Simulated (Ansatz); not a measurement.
# How settings move the G0W0 gap of KF (NiAs type)

KF built on the NiAs prototype, relaxed with r2SCAN; one-shot G0W0 in Ansatz without spin-orbit coupling. (Calculated; spin-unpolarised; the phase may be known or hypothetical.)

```
K F
1.0
     3.65993    0.00000    0.00000
    -1.82997    3.16960    0.00000
     0.00000    0.00000    6.47881
K F
2 2
Cartesian
  0.0000 0.0000 0.0000
  0.0000 0.0000 3.2394
  0.0000 2.1131 1.6197
  1.8300 1.0565 4.8591
```

Gaps are read over the mesh points alone. G0W0 here is at a finite number of bands, screening cutoff and k mesh, not at the basis limit.
```
 start       potentials      frequency model   mesh  empty bands  screening cutoff (eV)  Kohn-Sham gap (eV)  G0W0 gap (eV)        rough cost
   PBE              PAW  contour deformation  6×6×2          122                     80                6.20           9.54   60 core-seconds
   PBE              PAW  contour deformation  6×6×2          282                    140                6.20           9.61    5 core-minutes
   PBE              PAW  contour deformation  6×6×2          519                    210                6.20           9.73   21 core-minutes
 HSE06              PAW  contour deformation  6×6×2          282                    140                8.21          10.51   11 core-minutes
   LDA              PAW  contour deformation  6×6×2          282                    140                5.84           9.62    5 core-minutes
r2SCAN              PAW  contour deformation  6×6×2          282                    140                6.87           9.93    5 core-minutes
   PBE              PAW     Godby-Needs pole  6×6×2          282                    140                6.20           9.62    8 core-minutes
   PBE              PAW  contour deformation  6×6×4          122                     80                6.20           9.54  2.6 core-minutes
   PBE  norm-conserving  contour deformation  6×6×2          282                    140                6.19           9.60   10 core-minutes
```

The quasiparticle gap on this mesh is 9.73 eV (direct at Γ), against 6.20 eV from PBE: +3.53 eV. Renormalisation factors Z lie between 0.78 and 0.89.

Raising bands and cutoff together moves the gap by +0.07 eV (80 to 140 eV), then +0.12 eV (140 to 210 eV); the last step is still large, so the basis limit isn't reached. Starting from HSE06 (8.21 eV against PBE's 6.20 eV) gives 10.51 eV, +0.90 eV from G0W0@PBE at the same screening cutoff. Starting from LDA (5.84 eV against PBE's 6.20 eV) gives 9.62 eV, +0.01 eV from G0W0@PBE at the same screening cutoff. Starting from r2SCAN (6.87 eV against PBE's 6.20 eV) gives 9.93 eV, +0.32 eV from G0W0@PBE at the same screening cutoff. The Godby-Needs plasmon pole differs from contour deformation by +0.01 eV. A 6×6×4 mesh in place of 6×6×2 changes the opening over PBE by 0.00 eV (the gap on the mesh by 0.00 eV). Norm-conserving potentials (wave cutoff 1320 eV against 420 eV) shift the quasiparticle gap by -0.01 eV and the PBE gap by -0.01 eV. r2SCAN runs take a wave cutoff of 500 eV.
